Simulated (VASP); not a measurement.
# InPd (Pm-3m) in VASP: notebook

The runs below take InPd through relaxation of cell and atoms, with RPBE, revPBE.

Everything below comes from runs of VASP 6.6.1. Logs are shortened: lines on timing, memory, paths and dates and some standing lists are left out, and cuts for length are marked.

## 1. The crystal as given

Symmetry: Pm-3m, No. 221, cubic system. Conventional cell: a = 3.272 Å, b = 3.272 Å, c = 3.272 Å, α = 90.00°, β = 90.00°, γ = 90.00°. In (site symmetry m-3m) is surrounded by 8 Pd at 2.83 Å. Around Pd (site symmetry m-3m) lie 8 In at 2.83 Å.

The cell comes from a database or a generator and needn't be the stable form of this composition.

## 2. Relaxation of cell and atoms, RPBE

The input, INCAR:

```
  PREC = Accurate
  ENCUT = 600
  EDIFF = 1E-6
  ISMEAR = -1
  SIGMA = 0.05
  LREAL = F
  LASPH = T
  NELM = 80
  ALGO = Normal
  ISIF = 3
  LWAVE = F
  LCHARG = F
  GGA = RP
  IBRION = 2
  NSW = 60
  EDIFFG = -0.01
```

The input, KPOINTS:

```
Automatic mesh
0
Gamma
  8 8 8
```

The input, POSCAR:

```
InPd
1.0
    3.2718847800      0.0000000000      0.0000000000
    0.0000000000      3.2718847800      0.0000000000
    0.0000000000      0.0000000000      3.2718847800
In Pd
1 1
Direct
    0.0000000000      0.0000000000      0.0000000000
    0.5000000000      0.5000000000      0.5000000000
```

Potentials or basis: VASP PAW PBE potentials, release 64 (In_d, Pd).

On the command line:

```sh
$ cat potpaw_PBE.64/In_d/POTCAR potpaw_PBE.64/Pd/POTCAR > POTCAR
$ mpirun -np 1 vasp_std > vasp.out
```

OUTCAR:

```text
PREC = Accurate
   ENCUT = 600
   EDIFF = 1E-6
   ISMEAR = -1
   LREAL = F
   LASPH = T
   NELM = 80
   ISIF = 3
   GGA = RP
   IBRION = 2
   NSW = 60
   EDIFFG = -0.01

 ion  position               nearest neighbor table
   1  0.000  0.000  0.000-   2 2.83   2 2.83   2 2.83   2 2.83   2 2.83   2 2.83   2 2.83   2 2.83

   2  0.500  0.500  0.500-   1 2.83   1 2.83   1 2.83   1 2.83   1 2.83   1 2.83   1 2.83   1 2.83

  LATTYP: Found a simple cubic cell.
 ALAT       =     3.2718847800

  Lattice vectors:

 A1 = (   3.2718847800,   0.0000000000,   0.0000000000)
 A2 = (   0.0000000000,   3.2718847800,   0.0000000000)
 A3 = (   0.0000000000,   0.0000000000,   3.2718847800)

Analysis of symmetry for initial positions (statically):
=====================================================================
 Subroutine PRICEL returns:
 Original cell was already a primitive cell.

 Routine SETGRP: Setting up the symmetry group for a
 simple cubic supercell.

 Subroutine GETGRP returns: Found 48 space group operations
 (whereof 48 operations were pure point group operations)
 out of a pool of 48 trial point group operations.

The static configuration has the point symmetry O_h .

Analysis of symmetry for dynamics (positions and initial velocities):
=====================================================================
 Subroutine PRICEL returns:
 Original cell was already a primitive cell.

 Routine SETGRP: Setting up the symmetry group for a
 simple cubic supercell.

 Subroutine GETGRP returns: Found 48 space group operations
 (whereof 48 operations were pure point group operations)
 out of a pool of 48 trial point group operations.

The dynamic configuration has the point symmetry O_h .

 Subroutine INISYM returns: Found 48 space group operations
 (whereof 48 operations are pure point group operations),
 and found     1 'primitive' translations

----------------------------------------------------------------------------------------

                                     Primitive cell

  volume of cell :      35.0263

  direct lattice vectors                    reciprocal lattice vectors
     3.271884780  0.000000000  0.000000000     0.305634234  0.000000000  0.000000000
     0.000000000  3.271884780  0.000000000     0.000000000  0.305634234  0.000000000
     0.000000000  0.000000000  3.271884780     0.000000000  0.000000000  0.305634234

  length of vectors
     3.271884780  3.271884780  3.271884780     0.305634234  0.305634234  0.305634234

  position of ions in fractional coordinates (direct lattice)
     0.000000000  0.000000000  0.000000000
     0.500000000  0.500000000  0.500000000

  ion indices of the primitive-cell ions
   primitive index   ion index
                 1           1
                 2           2

----------------------------------------------------------------------------------------

 KPOINTS: Automatic mesh

Automatic generation of k-mesh.
 Grid dimensions read from file:
 generate k-points for:    8    8    8

 Generating k-lattice:

  Cartesian coordinates                     Fractional coordinates (reciprocal lattice)
     0.038204279  0.000000000  0.000000000     0.125000000  0.000000000  0.000000000
     0.000000000  0.038204279  0.000000000     0.000000000  0.125000000  0.000000000
     0.000000000  0.000000000  0.038204279     0.000000000  0.000000000  0.125000000

  Length of vectors
     0.038204279  0.038204279  0.038204279

  Shift w.r.t. Gamma in fractional coordinates (k-lattice)
     0.000000000  0.000000000  0.000000000

 Subroutine IBZKPT returns following result:
 ===========================================

 Found     35 irreducible k-points:

 Following reciprocal coordinates:
            Coordinates               Weight
  0.000000  0.000000  0.000000      1.000000
  0.125000  0.000000  0.000000      6.000000
  0.250000  0.000000  0.000000      6.000000
  0.375000  0.000000  0.000000      6.000000
  0.500000  0.000000  0.000000      3.000000
  0.125000  0.125000  0.000000     12.000000
[... 16 lines left out ...]
  0.375000  0.375000  0.125000     24.000000
  0.500000  0.375000  0.125000     24.000000
 [... further k-points ...]
   k-points           NKPTS =     35   k-points in BZ     NKDIM =     35   number of bands    NBANDS=     15
   number of dos      NEDOS =    301   number of ions     NIONS =      2
   total plane-waves  NPLWV =  21952
   dimension x,y,z NGX =    28 NGY =   28 NGZ =   28
   dimension x,y,z NGXF=    56 NGYF=   56 NGZF=   56
   ions per type =               1   1
   NGX,Y,Z   is equivalent  to a cutoff of  14.23, 14.23, 14.23 a.u.
   NGXF,Y,Z  is equivalent  to a cutoff of  28.45, 28.45, 28.45 a.u.
 SYSTEM =  unknown system
   PREC   = accura    normal or accurate (medium, high low for compatibility)
   ISTART =      0    job   : 0-new  1-cont  2-samecut
   ICHARG =      2    charge: 1-file 2-atom 10-const
   ISPIN  =      1    spin polarized calculation?
   LNONCOLLINEAR =      F non collinear calculations
   LSORBIT =      F    spin-orbit coupling
   LASPH  =      T    aspherical Exc in radial PAW
   ENCUT  =  600.0 eV  44.10 Ry    6.64 a.u.   6.53  6.53  6.53*2*pi/ulx,y,z
   NELM   =     80;   NELMIN=  2; NELMDL= -5     # of ELM steps
   EDIFF  = 0.1E-05   stopping-criterion for ELM
   LREAL  =      F    real-space projection
   EDIFFG = -.1E-01   stopping-criterion for IOM
   NSW    =     60    number of steps for IOM
   IBRION =      2    ionic relax: 0-MD 1-quasi-New 2-CG
   NFREE  =      1    steps in history (QN), initial steepest desc. (CG)
   ISIF   =      3    stress and relaxation
   ISYM   =      2    0-nonsym 1-usesym 2-fastsym
   POTIM  = 0.5000    time-step for ionic-motion
   TEBEG  =    0.0;   TEEND  =   0.0 temperature during run
   PSTRESS=    0.0 pullay stress
   NELECT =      23.0000    total number of electrons
   NUPDOWN=      -1.0000    fix difference up-down
   EMIN   =  10.00;   EMAX   =-10.00  energy-range for DOS
   EFERMI =   0.00;   METHOD = LEGACY
   ISMEAR =    -1;   SIGMA  =   0.05  broadening in eV -4-tet -1-fermi 0-gaus
   EFERMI_NEDOS =   21; number of points for ismear=-14 and -15
   IALGO  =     38    algorithm
   IMIX   =      4    mixing-type and parameters
     AMIX     =   0.40;   BMIX     =  1.00
     AMIX_MAG =   1.60;   BMIX_MAG =  1.00
  volume/ion in A,a.u.               =      17.51       118.18
  Fermi-wavevector in a.u.,A,eV,Ry     =   1.422938  2.688964 27.548447  2.024754
  Thomas-Fermi vector in A             =   2.543589
   LORBIT       =      0    0 simple, 1 ext, 2 COOP (PROOUT), +10 PAW based schemes
   GGA     = RP    functional components
   LHFCALC =     F    Hartree Fock is set to
   AEXX    =    0.0000 exact exchange contribution
   IVDW    =     0    specifies the selected vdW correction
   LEPSILON=     F    determine dielectric tensor
   LRPA    =     F    only Hartree local field effects (RPA)
 conjugate gradient relaxation of ions
 non-spin polarized calculation
  energy-cutoff  :      600.00
  volume of cell :       35.03
 maximum number of plane-waves:      1189
 NGX is ok and might be reduce to    28
   NGX = 13   NGY = 13   NGZ = 13

--------------------------------------- Ionic step        1  -------------------------------------------

 number of electron      23.0000010 magnetization

 Free energy of the ion-electron system (eV)
  ---------------------------------------------------
  ext. energy  EPLUGINS =         0.00000000
  ---------------------------------------------------
  free energy    TOTEN  =        -7.71315797 eV

  energy without entropy =       -7.70312016  energy(sigma->0) =       -7.70813906

 E-fermi :  10.5360     XC(G=0): -12.1319

 val. band max:       10.5119992352   @ k =   0.3750   0.3750   0.1250
 cond. band min:      10.6224611703   @ k =   0.5000   0.5000   0.5000
 fundamental gap:      0.1104619351
 Fermi energy:        10.5360197366

 k-point     1 :       0.0000    0.0000    0.0000
  band No.  band energies     occupation
      1      -4.4038      2.00000
      2      -4.4038      2.00000
      3      -3.9974      2.00000
      4      -3.9974      2.00000
      5      -3.9974      2.00000
      6       0.5785      2.00000
      7       6.7941      2.00000
      8       6.7941      2.00000
      9       8.3389      2.00000
     10       8.3389      2.00000
     11       8.3389      2.00000
     12      14.8706      0.00000
     13      14.8706      0.00000
     14      14.8706      0.00000
     15      20.1372      0.00000
[... 472 lines left out ...]
 POSITION                                       TOTAL-FORCE (eV/Angst)
 -----------------------------------------------------------------------------------
      0.00000      0.00000      0.00000        -0.000000     -0.000000     -0.000000
      1.69766      1.69766      1.69766         0.000000      0.000000      0.000000
 -----------------------------------------------------------------------------------
    total drift:                                0.000000      0.000000      0.000000

  FREE ENERGIE OF THE ION-ELECTRON SYSTEM (eV)
  ---------------------------------------------------
  free  energy   TOTEN  =        -7.7296558103 eV

  energy  without entropy=       -7.7177143529  energy(sigma->0) =       -7.72368508

--------------------------------------- Ionic step        3  -------------------------------------------

 number of electron      23.0000000 magnetization

 Free energy of the ion-electron system (eV)
  ---------------------------------------------------
  ext. energy  EPLUGINS =         0.00000000
  ---------------------------------------------------
  free energy    TOTEN  =        -7.75812942 eV

  energy without entropy =       -7.74801925  energy(sigma->0) =       -7.75307434

 E-fermi :   9.6429     XC(G=0): -11.7924

 val. band max:        9.5869037587   @ k =   0.3750   0.2500   0.1250
 cond. band min:       9.6506399529   @ k =   0.3750   0.3750   0.1250
 fundamental gap:      0.0637361942
 Fermi energy:         9.6428529670

 k-point     1 :       0.0000    0.0000    0.0000
  band No.  band energies     occupation
      1      -5.1658      2.00000
      2      -5.1658      2.00000
      3      -4.8252      2.00000
      4      -4.8252      2.00000
      5      -4.8252      2.00000
      6       0.1612      2.00000
      7       6.1815      2.00000
      8       6.1815      2.00000
      9       7.5800      2.00000
     10       7.5800      2.00000
     11       7.5800      2.00000
     12      13.8725      0.00000
     13      13.8725      0.00000
     14      13.8725      0.00000
     15      18.4775      0.00000
[... 436 lines left out ...]
 POSITION                                       TOTAL-FORCE (eV/Angst)
 -----------------------------------------------------------------------------------
      0.00000      0.00000      0.00000        -0.000000     -0.000000      0.000000
      1.66890      1.66890      1.66890         0.000000      0.000000      0.000000
 -----------------------------------------------------------------------------------
    total drift:                                0.000000      0.000000      0.000000

  FREE ENERGIE OF THE ION-ELECTRON SYSTEM (eV)
  ---------------------------------------------------
  free  energy   TOTEN  =        -7.7581294154 eV

  energy  without entropy=       -7.7480192547  energy(sigma->0) =       -7.75307434

 reached required accuracy - stopping structural energy minimisation
```

Wall time 27 s (1 thread of AMD EPYC 9R45 (Zen 5), shared host); peak memory 0.15 GiB.

Results:

* Free energy: -7.7581 eV
* Relaxed volume: 18.59 Å³/atom
* Relaxed cell: a = 3.338 Å, b = 3.338 Å, c = 3.338 Å, α = 90.00°, β = 90.00°, γ = 90.00°
* Space group after relaxing (to 0.05 Å): Pm-3m (No. 221)
* Energy gained by relaxing: 22.5 meV/atom
* Ionic steps: 3
* Pressure after relaxing: 0.0 GPa
* Band gap on the k mesh: none (metal or under the smearing width)

Step by step:
```
step  energy change (eV)  largest force (eV/Å)  pressure (GPa)  volume (Å³)
   1              0.0000                0.0000            7.15        35.03
   2             -0.0165                0.0000           -4.26        39.14
   3             -0.0450                0.0000           -0.03        37.19
```

Final structure:
```
CELL_PARAMETERS angstrom
3.33781 0.00000 0.00000
0.00000 3.33781 0.00000
0.00000 0.00000 3.33781
ATOMIC_POSITIONS crystal
In 0.00000 0.00000 0.00000
Pd 0.50000 0.50000 0.50000
```

Levels at points of the mesh, in eV from the Fermi level:
| k point | band 7 | band 8 | band 9 | band 10 | band 11 | band 12 | band 13 | band 14 | band 15 |
| --- | --- | --- | --- | --- | --- | --- | --- | --- | --- |
| (0.00, 0.00, 0.00) | -3.46 | -3.46 | -2.06 | -2.06 | -2.06 | 4.23 | 4.23 | 4.23 | 8.83 |
| (0.50, 0.00, 0.00) | -5.52 | -3.42 | -2.94 | -2.94 | -2.12 | -0.99 | 9.17 | 9.17 | 9.71 |
| (0.50, 0.50, 0.00) | -3.18 | -2.44 | -2.44 | -2.01 | -2.01 | -1.53 | 1.28 | 2.39 | 9.19 |
| (0.50, 0.50, 0.50) | -4.42 | -4.42 | -1.50 | -1.50 | -0.17 | 3.79 | 3.79 | 3.79 | 4.24 |

Caveat: the PAW data sets were made with another functional, which shifts forces and pressure a little.

## 3. Relaxation of cell and atoms, revPBE

The input, INCAR:

```
ALGO     = Normal         # electronic algorithm
EDIFF    = 1E-7           # SCF threshold, eV
EDIFFG   = -0.01          # ionic threshold
ENCUT    = 600            # plane-wave cutoff, eV
GGA      = RE             # functional
IBRION   = 2              # ionic algorithm
ISIF     = 3              # what is computed and relaxed
ISMEAR   = -1             # smearing method
LASPH    = T              # aspherical terms in the spheres
LCHARG   = F              # write CHGCAR
LREAL    = F              # projectors in reciprocal space
LWAVE    = F              # write WAVECAR
NELM     = 60             # most SCF steps
NSW      = 60             # ionic steps
PREC     = Accurate       # precision mode
SIGMA    = 0.05           # smearing width, eV
```

The input, KPOINTS:

```
k-points
0
Gamma
  8 8 8
```

POSCAR is that of step 2.

Potentials or basis: VASP PAW PBE potentials, release 64 (In_d, Pd).

On the command line:

```sh
$ cat potpaw_PBE.64/In_d/POTCAR potpaw_PBE.64/Pd/POTCAR > POTCAR
$ mpirun -np 1 vasp_std > vasp.out
```

Wall time 32 s (1 thread of AMD EPYC 9R45 (Zen 5), shared host); peak memory 0.15 GiB.

It converged, with:

```
Free energy                            : -7.9493 eV
Relaxed volume                         : 18.43 Å³/atom
Relaxed cell                           : a = 3.328 Å, b = 3.328 Å, c = 3.328 Å, α = 90.00°, β = 90.00°, γ = 90.00°
Space group after relaxing (to 0.05 Å) : Pm-3m (No. 221)
Energy gained by relaxing              : 16.7 meV/atom
Ionic steps                            : 3
Pressure after relaxing                : 0.0 GPa
Band gap on the k mesh                 : none (metal or under the smearing width)
```

The path:
```csv
step,energy change (eV),largest force (eV/Å),pressure (GPa),volume (Å³)
1,0.0000,0.0000,6.20,35.03
2,-0.0100,0.0000,-4.06,38.58
3,-0.0334,0.0000,-0.01,36.86
```

Final structure:
```xyz
2
Lattice="3.3281 0.0000 0.0000 0.0000 3.3281 0.0000 0.0000 0.0000 3.3281" Properties=species:S:1:pos:R:3 pbc="T T T"
In    0.0000    0.0000    0.0000
Pd    1.6640    1.6640    1.6640
```

Levels at points of the mesh, in eV from the Fermi level:
```tsv
k point	band 8	band 9	band 10	band 11	band 12	band 13	band 14	band 15
(0.00, 0.00, 0.00)	-3.50	-2.08	-2.08	-2.08	4.24	4.24	4.24	8.92
(0.50, 0.00, 0.00)	-3.46	-2.97	-2.97	-2.14	-1.00	9.23	9.23	9.75
(0.50, 0.50, 0.00)	-2.46	-2.46	-2.05	-2.05	-1.54	1.31	2.41	9.24
(0.50, 0.50, 0.50)	-4.47	-1.51	-1.51	-0.15	3.80	3.80	3.80	4.27
```

Caveat: the PAW data sets were made with another functional, which shifts forces and pressure a little.

## 4. The reference run

An earlier run on the cell as given: functional PBE; potentials or basis VASP PAW PBE potentials, release 64 (In_d, Pd); cutoff 520 eV; k mesh 8 × 8 × 8; occupations fermi-dirac, width 0.05 eV; no spin polarisation.

- Pressure: 3.7 GPa
- Band gap on the k mesh: none (metal or under the smearing width)

## 5. Overview

```csv
task,level,cell,cutoff (eV),gap on the mesh (eV),pressure (GPa),relaxed volume (Å³/atom)
relaxation of cell and atoms,RPBE,relaxed,600,none,0.0,18.59
relaxation of cell and atoms,revPBE,relaxed,600,none,0.0,18.43
single point,PBE,as given,520,none,3.7,-
```

Alike in all rows: potentials or basis VASP PAW PBE potentials, release 64 (In_d, Pd); no spin polarisation; k mesh 8 × 8 × 8; smearing fermi-dirac 0.05 eV.

Caveats: the PAW data sets were made with another functional, which shifts forces and pressure a little (some runs).

Total energies depend on the potentials used, so only differences within one code and one set of settings carry meaning.
